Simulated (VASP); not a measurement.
**SiC: phonons with r2SCAN**

Crystal: SiC.

```xyz
2
Lattice="0.0000 2.1790 2.1790 2.1790 0.0000 2.1790 2.1790 2.1790 0.0000" Properties=species:S:1:pos:R:3 pbc="T T T"
Si    0.0000    0.0000    0.0000
C     1.0895    1.0895    1.0895
```

| Item | Value |
| --- | --- |
| Program | VASP 6.6.1 |
| Task | phonons |
| Functional | r2SCAN |
| Potentials or basis | VASP PAW PBE potentials, release 64 (Si, C) |
| Cutoff | 600 eV |
| k mesh | 10 × 10 × 10 |
| Occupations | gaussian, width 0.02 eV |
| Spin | no spin polarisation |
| Further INCAR settings | ALGO = Normal; EDIFF = 1e-08; IBRION = 6; POTIM = 0.015; NSW = 1 |

* Relaxed volume: 10.32 Å³/atom
* Relaxed cell: a = 3.079 Å, b = 3.079 Å, c = 3.079 Å, α = 60.00°, β = 60.00°, γ = 60.00°
* Space group after relaxing (to 0.05 Å): F-43m (No. 216)
* Highest phonon frequency at Γ, LO-TO splitting left out: 799 cm⁻¹

Step by step:
| step | energy change (eV) | largest force (eV/Å) | pressure (GPa) | volume (Å³) |
| --- | --- | --- | --- | --- |
| 1 | 0.0000 | 0.0000 | -0.61 | 20.69 |
| 2 | 0.0000 | 0.0000 | 0.69 | 20.57 |
| 3 | -0.0001 | 0.0000 | 0.00 | 20.64 |

Final structure:
```
Si C
1.0
     0.00000    2.17703    2.17703
     2.17703    0.00000    2.17703
     2.17703    2.17703    0.00000
Si C
1 1
Direct
  0.00000 0.00000 0.00000
  0.25000 0.25000 0.25000
```

Phonon frequencies in cm⁻¹ (negative: imaginary):
| q point | frequencies |
| --- | --- |
| (0.000, 0.000, 0.000) | 0 0 0 799 799 799 |

Run time: 5.6 min on 1 thread of Intel(R) Xeon(R) 6975P-C (Granite Rapids), with other jobs on the host, peak memory 0.2 GiB.

Caveat: the PAW data sets were made with another functional, which shifts forces and pressure a little.
